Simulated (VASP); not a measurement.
NaH: single point with PBE

NaH:

```
Na H
1.0
     0.00000    2.41604    2.41604
     2.41604    0.00000    2.41604
     2.41604    2.41604    0.00000
Na H
1 1
Direct
  0.00000 0.00000 0.00000
  0.50000 0.50000 0.50000
```

| Item | Value |
| --- | --- |
| Program | VASP 6.6.1 |
| Task | single point |
| Functional | PBE |
| Potentials or basis | VASP PAW PBE potentials, release 64 (Na_pv, H) |
| Cutoff | 520 eV |
| k mesh | 8 × 8 × 8 |
| Occupations | gaussian, width 0.02 eV |
| Spin | no spin polarisation |

```json
{
  "Pressure": "0.0 GPa",
  "Band gap on the k mesh": "3.76 eV, indirect (least direct gap 4.62 eV)"
}
```

Levels at points of the mesh, in eV from the valence-band top:
```csv
k point,band 2,band 3,band 4,band 5,band 6,band 7
"(0.00, 0.00, 0.00)",-22.10,-22.10,-3.62,10.42,15.60,15.60
"(0.50, 0.00, 0.00)",-22.11,-22.11,-0.86,3.76,10.78,13.39
"(0.50, 0.50, 0.00)",-22.13,-22.13,-0.18,4.64,10.03,10.67
```

Run time: 5.6 s on 1 thread of Intel(R) Xeon(R) 6975P-C (Granite Rapids) (shared host), peak memory 0.14 GiB.

A k mesh can miss the band edges. As with any semilocal functional, this PBE gap is likely too small.
